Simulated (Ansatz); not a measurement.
Bi2Se3 (Paraguanajuatite): equation of state with PBE

The system is Bi2Se3 (Paraguanajuatite).

```
Bi Se
1.0
     2.07150    1.19598    9.54533
    -2.07150    1.19598    9.54533
     0.00000   -2.39196    9.54533
Bi Se
2 3
Direct
  0.59920 0.59920 0.59920
  0.40080 0.40080 0.40080
  0.78830 0.78830 0.78830
  0.21170 0.21170 0.21170
  0.00000 0.00000 0.00000
```

```yaml
Program: Ansatz 0.2.0
Task: equation of state
Functional: PBE
Potentials_or_basis: SPMS NC
Cutoff: 816 eV
Density_cutoff: 3265 eV
k_mesh: 8 × 8 × 8
Occupations: fermi-dirac, width 0.05 eV
Spin: no spin polarisation
```

| Quantity | Value |
| --- | --- |
| Equilibrium volume | 29.61 Å³/atom |
| Bulk modulus at fixed shape and positions | 57 GPa |
| Pressure derivative of the bulk modulus | 4.5 |

Energy against volume, from the lowest point:
```tsv
volume (Å³/atom)	energy (meV/atom)
26.675	62.30
27.243	39.00
27.810	21.70
28.378	9.78
28.946	2.71
29.513	0.00
30.081	1.21
```

All runs of the series together: 3.7 min on 2 threads of Arm Neoverse V1, with other jobs on the host.

Caveat: the cell was scaled at fixed shape and fractional positions, which overstates the stiffness of a crystal with free parameters, most of all of layers and chains.
